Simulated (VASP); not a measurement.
Wanted: the native input for a VASP 6.6.1 run.

| Item | Value |
| --- | --- |
| Task | single point |
| Functional | PBE |
| Potentials or basis | VASP PAW PBE potentials, release 64 (Se, Zn) |
| Cutoff | 520 eV |
| k mesh | 8 × 8 × 8 |
| Occupations | gaussian, width 0.011 eV |
| Spin | no spin polarisation |
| Further INCAR settings | ALGO = Fast; EDIFF = 1e-07; NBANDS = 16 |

The structure of ZnSe (Stilleite) lies in POSCAR:

```
ZnSe
1.0
    0.0000000000      2.8338000000      2.8338000000
    2.8338000000      0.0000000000      2.8338000000
    2.8338000000      2.8338000000      0.0000000000
Se Zn
1 1
Direct
    0.7500000000      0.7500000000      0.7500000000
    0.0000000000      0.0000000000      0.0000000000
```

One way to write it, as run:

INCAR

```
ALGO = Fast
EDIFF = 1E-7
ENCUT = 520
GGA = PE
ISIF = 2
ISMEAR = 0
LASPH = T
LCHARG = T
LELF = T
LREAL = F
LVHAR = T
LWAVE = F
NBANDS = 16
NELM = 60
PREC = Accurate
SIGMA = 0.011
```

KPOINTS

```
k-points
0
Gamma
  8 8 8
```

Potentials or basis: VASP PAW PBE potentials, release 64 (Se, Zn).

Run with:

```bash
$ cat potpaw_PBE.64/Se/POTCAR potpaw_PBE.64/Zn/POTCAR > POTCAR
$ mpirun -np 1 vasp_std > vasp.out
```

Results of the run:

* Pressure: 2.4 GPa
* Band gap on the k mesh: 1.29 eV, direct

It took 33 s on 1 thread of Intel(R) Xeon(R) Platinum 8259CL CPU @ 2.50GHz (Skylake/Cascade Lake), on a shared host, peak memory 0.17 GiB.
